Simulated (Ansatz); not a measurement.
# Pt(100) / 3 layers Rh(100) / Pt(100): resistance against film thickness, part 2 of 2

How does the resistance across the layers grow with the film in Pt(100) / 3 layers Rh(100) / Pt(100)?

Ansatz 0.2.0; Ansatz plane-wave DFT, PBEsol, PAW files; ballistic transport by layer matching (Landauer), zero bias.

So far. Step 5 (With 8 layers, k-mesh 13×13×1, film layers 8): The conductance of the junction is 1.4e15 S/m², 0.27 % under the 1.4e15 S/m² of the last finished run, within the error estimates, leads' steps apart, of 4.7 and 5 %.

## Step 6: With 10 layers, k-mesh 13×13×1, film layers 10

The stack now holds 10 film layers; the k-mesh follows the cell, and the energies span -0.27 to 0.27 eV.

System of this step: Pt(100) / 10 layers Rh(100) / Pt(100). The cell holds 18 atoms: 8 Pt and 10 Rh. Cell: a = 2.773 Å, b = 2.773 Å, c = 33.569 Å, α = 90.0°, β = 90.0°, γ = 90.0°. It derives from Pt and Rh. Regions: lead, 8 atoms (8 Pt); films, 10 atoms (10 Rh). The structure is stacked along c, and the current runs across the ab planes.

Input file input.yaml:

```yaml
crystal:
  lattice:
    - [2.7731313745, 0.0, 0.0]
    - [0.0, 2.7731313745, 0.0]
    - [0.0, 0.0, 33.5690461948]
  atoms:
    - { symbol: Pt, position: [0.0, 0.0, 0.0292069663] }
    - { symbol: Pt, position: [0.5, 0.5, 0.0876208988] }
    - { symbol: Pt, position: [0.0, 0.0, 0.1460348314] }
    - { symbol: Pt, position: [0.5, 0.5, 0.2044487639] }
    - { symbol: Rh, position: [0.0, 0.0, 0.2602901572] }
    - { symbol: Rh, position: [0.5, 0.5, 0.3135590111] }
    - { symbol: Rh, position: [0.0, 0.0, 0.3668278651] }
    - { symbol: Rh, position: [0.5, 0.5, 0.4200967191] }
    - { symbol: Rh, position: [0.0, 0.0, 0.473365573] }
    - { symbol: Rh, position: [0.5, 0.5, 0.526634427] }
    - { symbol: Rh, position: [0.0, 0.0, 0.5799032809] }
    - { symbol: Rh, position: [0.5, 0.5, 0.6331721349] }
    - { symbol: Rh, position: [0.0, 0.0, 0.6864409889] }
    - { symbol: Rh, position: [0.5, 0.5, 0.7397098428] }
    - { symbol: Pt, position: [0.0, 0.0, 0.7955512361] }
    - { symbol: Pt, position: [0.5, 0.5, 0.8539651686] }
    - { symbol: Pt, position: [0.0, 0.0, 0.9123791012] }
    - { symbol: Pt, position: [0.5, 0.5, 0.9707930337] }
kpoints:
  mp_grid: { grid: [13, 13, 1] }
hamiltonian:
  xc: pbesol
scf:
  occupations: { method: fermi_dirac, width: 0.1 }
output:
  transmission:
    leads: [[0, 1]]
    kmesh: [26, 26]
    e_range: [-0.27, 0.27]
    de: 0.036
  write_potential: true
  write_density: true
  volumetric_format: npy
```

Command:

```sh
> ansatz run input.yaml --threads 4 --pin off --max-ram 8192MiB --backend cpu --events-out ev --progress --plain --runs-dir out
```

Elapsed: 4.3 min, on 4 threads of Arm Neoverse N1, shared host; peak memory 1.7 GiB.

This step gave:

```yaml
free_energy: -162457.9869 eV
energy_at_zero_smearing: -162457.5230 eV
fermi_energy: 22.70 eV
step_of_the_lead_s_potential: 7.9 meV
estimated_errors_of_the_lead_s_conductance: 0, 5, 1.6 % (band edges, k-mesh, distance from neutral)
lead_conductance_per_cell: 2.179 G₀
conductance_of_the_junction: 1.31e15 S/m²
junction_conductance_per_cell: 1.304 G₀
estimated_errors_of_the_junction_s_conductance: 0.7, 0, 5, 6.9, 1.3 % (energy step, band edges, k-mesh, leads' steps, distance from neutral)
area_resistance_that_the_stack_adds_contact_term_taken_off_spin_by_spin: 0.3054 fΩ m²
```

Per spin. Transmission, zone mean against energy, zero at the Fermi level:

| energy (eV) | transmission, zone mean |
| --- | --- |
| -0.270 | 1.45 |
| -0.234 | 1.48 |
| -0.198 | 1.48 |
| -0.162 | 1.48 |
| -0.126 | 1.46 |
| -0.090 | 1.48 |
| -0.054 | 1.41 |
| -0.018 | 1.35 |
| 0.018 | 1.28 |
| 0.054 | 1.21 |
| 0.090 | 1.09 |
| 0.126 | 1.05 |
| 0.162 | 1.04 |
| 0.198 | 0.968 |
| 0.234 | 0.931 |
| 0.270 | 0.876 |

The conductance of the junction is 1.3e15 S/m², 3.1 % under the 1.4e15 S/m² of the last finished run, within the error estimates, leads' steps apart, of 5 and 5 %.

## Step 7: The ladder

Times are for 4 threads of Arm Neoverse N1, shared host. The series side by side:

| no. | film layers | area resistance that the stack adds (contact term taken off, spin by spin) (fΩ m²) | conductance of the junction (S/m²) | time | memory (GiB) |
| --- | --- | --- | --- | --- | --- |
| 1 | 3 | 0.2007 | 1.52e15 | 11 min | 1.6 |
| 2 | 5 | 0.2771 | 1.37e15 | 5.4 min | 1.4 |
| 3 | 6 | 0.2814 | 1.36e15 | 5.1 min | 1.2 |
| 4 | 8 | 0.2832 | 1.36e15 | 4.4 min | 1.4 |
| 5 | 10 | 0.3054 | 1.31e15 | 4.3 min | 1.7 |

## Step 8: With 5 layers

A repeat with a changed input, to see how far the result depends on it.

This step: Ansatz plane-wave DFT, PBEsol, PAW files; ballistic transport by layer matching (Landauer), zero bias; changed: output.transmission.temperature = 900.0 (Ansatz 0.2.0).

System of this step: Pt(100) / 5 layers Rh(100) / Pt(100). The cell holds 13 atoms: 8 Pt and 5 Rh. Cell: a = 2.773 Å, b = 2.773 Å, c = 24.706 Å, α = 86.8°, β = 86.8°, γ = 90.0°. It derives from Pt and Rh. Regions: lead, 8 atoms (8 Pt); films, 5 atoms (5 Rh). The structure is stacked along c, and the current runs across the ab planes.

Input file input.yaml:

```yaml
crystal:
  lattice:
    - [2.7731313745, 0.0, 0.0]
    - [0.0, 2.7731313745, 0.0]
    - [1.3865656872, 1.3865656872, 24.6281230974]
  atoms:
    - { symbol: Pt, position: [0.9800949103, 0.9800949103, 0.0398101794] }
    - { symbol: Pt, position: [0.4402847308, 0.4402847308, 0.1194305383] }
    - { symbol: Pt, position: [0.9004745514, 0.9004745514, 0.1990508972] }
    - { symbol: Pt, position: [0.3606643719, 0.3606643719, 0.2786712561] }
    - { symbol: Rh, position: [0.8226074258, 0.8226074258, 0.3547851485] }
    - { symbol: Rh, position: [0.2863037129, 0.2863037129, 0.4273925742] }
    - { symbol: Rh, position: [0.75, 0.75, 0.5] }
    - { symbol: Rh, position: [0.2136962871, 0.2136962871, 0.5726074258] }
    - { symbol: Rh, position: [0.6773925742, 0.6773925742, 0.6452148515] }
    - { symbol: Pt, position: [0.1393356281, 0.1393356281, 0.7213287439] }
    - { symbol: Pt, position: [0.5995254486, 0.5995254486, 0.8009491028] }
    - { symbol: Pt, position: [0.0597152692, 0.0597152692, 0.8805694617] }
    - { symbol: Pt, position: [0.5199050897, 0.5199050897, 0.9601898206] }
kpoints:
  mp_grid: { grid: [14, 14, 1] }
hamiltonian:
  xc: pbesol
scf:
  occupations: { method: fermi_dirac, width: 0.1 }
output:
  transmission:
    leads: [[0, 1]]
    kmesh: [26, 26]
    e_range: [-0.27, 0.27]
    de: 0.036
    temperature: 900.0
  write_potential: true
  write_density: true
  volumetric_format: npy
```

It took 3.2 min on 4 threads; peak memory 1.4 GiB; 12 min of CPU time.

This step gave:

```
free energy                  : -130764.4703 eV
energy at zero smearing      : -130764.1373 eV
Fermi energy                 : 22.88 eV
step of the lead's potential : 5 meV
```

Per spin. Transmission, zone mean against energy, zero at the Fermi level:

| energy (eV) | transmission, zone mean |
| --- | --- |
| -0.270 | 1.51 |
| -0.234 | 1.55 |
| -0.198 | 1.55 |
| -0.162 | 1.50 |
| -0.126 | 1.45 |
| -0.090 | 1.45 |
| -0.054 | 1.47 |
| -0.018 | 1.40 |
| 0.018 | 1.33 |
| 0.054 | 1.25 |
| 0.090 | 1.12 |
| 0.126 | 1.07 |
| 0.162 | 1.03 |
| 0.198 | 0.977 |
| 0.234 | 0.950 |
| 0.270 | 0.928 |

With these settings the solved energies don't cover or resolve the Fermi function, so the program prints no conductance.

## Step 9: Results

```yaml
area_resistance_3_layers: 0.201 fΩ m²
area_resistance_5_layers: 0.277 fΩ m²
area_resistance_6_layers: 0.281 fΩ m²
area_resistance_8_layers: 0.283 fΩ m²
area_resistance_10_layers: 0.305 fΩ m²
```

In words: The stack adds 0.20 fΩ m² with 3 layers and 0.31 fΩ m² with 10. From 5 layers on no step exceeds the two runs' error estimates together, as expected where only the two interfaces scatter; half the mean, 0.14 fΩ m², is a rough coherent figure for one interface. Atoms sit on ideal sites and aren't relaxed. Spin-orbit coupling is left out, which matters for Pt. Rh(100) is stretched by 3.1 % in plane to fit Pt(100), at its own atomic volume.

[Logs are printed without paths, hosts, clocks, repeated set-up lines and the standing remarks that a program may print on its own settings, such as how far it seeks lower states.]

[Hosts, paths, dates, database ids (printed as entryN), source tags and the programs' standing remarks are cut or masked in the printed files.]
